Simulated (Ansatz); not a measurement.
# ZnSe: the cost of one run

Program: Ansatz 0.2.0. Level of theory: DFT PBE, scalar-relativistic, plane waves, PAW. These are calculated values, not measurements.

### Step 1. The structure to begin with

The structure is cubic, space group F-43m (No. 216). Conventional cell: a = 5.668 Å, b = 5.668 Å, c = 5.668 Å, α = 90.00°, β = 90.00°, γ = 90.00°. Zn (site symmetry -43m) has 4 Se at 2.45 Å as nearest neighbours. Around Se (site symmetry -43m) lie 4 Zn at 2.45 Å.

As a file:

```cif
data_structure
_symmetry_space_group_name_H-M 'F-43m'
_symmetry_Int_Tables_number 216
_cell_length_a 5.6676
_cell_length_b 5.6676
_cell_length_c 5.6676
_cell_angle_alpha 90.000
_cell_angle_beta 90.000
_cell_angle_gamma 90.000
_cell_volume 182.05
loop_
_atom_site_label
_atom_site_type_symbol
_atom_site_symmetry_multiplicity
_atom_site_Wyckoff_symbol
_atom_site_fract_x
_atom_site_fract_y
_atom_site_fract_z
_atom_site_occupancy
Zn1 Zn 4 a 0.00000 0.00000 0.00000 1
Se1 Se 4 c 0.25000 0.75000 0.75000 1
```

The runs take a perfect supercell of 54 atoms; the defect goes to fractional position (0.000, 0.000, 0.000).

### Step 2. The perfect supercell

input.yaml reads:

```yaml
crystal:
  lattice:
    - [0.0, 8.5014, 8.5014]
    - [8.5014, 0.0, 8.5014]
    - [8.5014, 8.5014, 0.0]
  atoms:
    - { symbol: Zn, position: [0.0, 0.0, 0.0] }
    - { symbol: Zn, position: [0.0, 0.0, 0.333333] }
    - { symbol: Zn, position: [0.0, 0.0, 0.666667] }
    - { symbol: Zn, position: [0.0, 0.333333, 0.0] }
    - { symbol: Zn, position: [0.0, 0.333333, 0.333333] }
    - { symbol: Zn, position: [0.0, 0.333333, 0.666667] }
    - { symbol: Zn, position: [0.0, 0.666667, 0.0] }
    - { symbol: Zn, position: [0.0, 0.666667, 0.333333] }
    - { symbol: Zn, position: [0.0, 0.666667, 0.666667] }
    - { symbol: Zn, position: [0.333333, 0.0, 0.0] }
    - { symbol: Zn, position: [0.333333, 0.0, 0.333333] }
    - { symbol: Zn, position: [0.333333, 0.0, 0.666667] }
    - { symbol: Zn, position: [0.333333, 0.333333, 0.0] }
    - { symbol: Zn, position: [0.333333, 0.333333, 0.333333] }
    - { symbol: Zn, position: [0.333333, 0.333333, 0.666667] }
    - { symbol: Zn, position: [0.333333, 0.666667, 0.0] }
    - { symbol: Zn, position: [0.333333, 0.666667, 0.333333] }
    - { symbol: Zn, position: [0.333333, 0.666667, 0.666667] }
    - { symbol: Zn, position: [0.666667, 0.0, 0.0] }
    - { symbol: Zn, position: [0.666667, 0.0, 0.333333] }
    - { symbol: Zn, position: [0.666667, 0.0, 0.666667] }
    - { symbol: Zn, position: [0.666667, 0.333333, 0.0] }
    - { symbol: Zn, position: [0.666667, 0.333333, 0.333333] }
    - { symbol: Zn, position: [0.666667, 0.333333, 0.666667] }
    - { symbol: Zn, position: [0.666667, 0.666667, 0.0] }
    - { symbol: Zn, position: [0.666667, 0.666667, 0.333333] }
    - { symbol: Zn, position: [0.666667, 0.666667, 0.666667] }
    - { symbol: Se, position: [0.083333, 0.083333, 0.083333] }
    - { symbol: Se, position: [0.083333, 0.083333, 0.416667] }
    - { symbol: Se, position: [0.083333, 0.083333, 0.75] }
    - { symbol: Se, position: [0.083333, 0.416667, 0.083333] }
    - { symbol: Se, position: [0.083333, 0.416667, 0.416667] }
    - { symbol: Se, position: [0.083333, 0.416667, 0.75] }
    - { symbol: Se, position: [0.083333, 0.75, 0.083333] }
    - { symbol: Se, position: [0.083333, 0.75, 0.416667] }
    - { symbol: Se, position: [0.083333, 0.75, 0.75] }
    - { symbol: Se, position: [0.416667, 0.083333, 0.083333] }
    - { symbol: Se, position: [0.416667, 0.083333, 0.416667] }
    - { symbol: Se, position: [0.416667, 0.083333, 0.75] }
    - { symbol: Se, position: [0.416667, 0.416667, 0.083333] }
    - { symbol: Se, position: [0.416667, 0.416667, 0.416667] }
    - { symbol: Se, position: [0.416667, 0.416667, 0.75] }
    - { symbol: Se, position: [0.416667, 0.75, 0.083333] }
    - { symbol: Se, position: [0.416667, 0.75, 0.416667] }
    - { symbol: Se, position: [0.416667, 0.75, 0.75] }
    - { symbol: Se, position: [0.75, 0.083333, 0.083333] }
    - { symbol: Se, position: [0.75, 0.083333, 0.416667] }
    - { symbol: Se, position: [0.75, 0.083333, 0.75] }
    - { symbol: Se, position: [0.75, 0.416667, 0.083333] }
    - { symbol: Se, position: [0.75, 0.416667, 0.416667] }
    - { symbol: Se, position: [0.75, 0.416667, 0.75] }
    - { symbol: Se, position: [0.75, 0.75, 0.083333] }
    - { symbol: Se, position: [0.75, 0.75, 0.416667] }
    - { symbol: Se, position: [0.75, 0.75, 0.75] }
basis:
  ecutwfc: 420
  fft_grid_basis: typed
kpoints:
  mp_grid: { grid: [1, 1, 1] }
hamiltonian:
  xc: pbe
  pseudopotentials: { kind: paw }
scf:
  occupations: { method: gaussian, width: 0.05 }
output:
  forces: true
  stress: false
  eigenvalues: true
  bader: false
  write_density: true
  volumetric_format: npy
```

The run is started by

```
ansatz run input.yaml --threads 8 --pin off --max-ram 16384MiB --backend cpu --events-out ev --progress --plain --runs-dir out
```

**Question.** How long does this run take on 8 threads of Arm Neoverse N1, shared host, and how much memory does it need?

About 15 s, with a peak of 1.8 GiB.
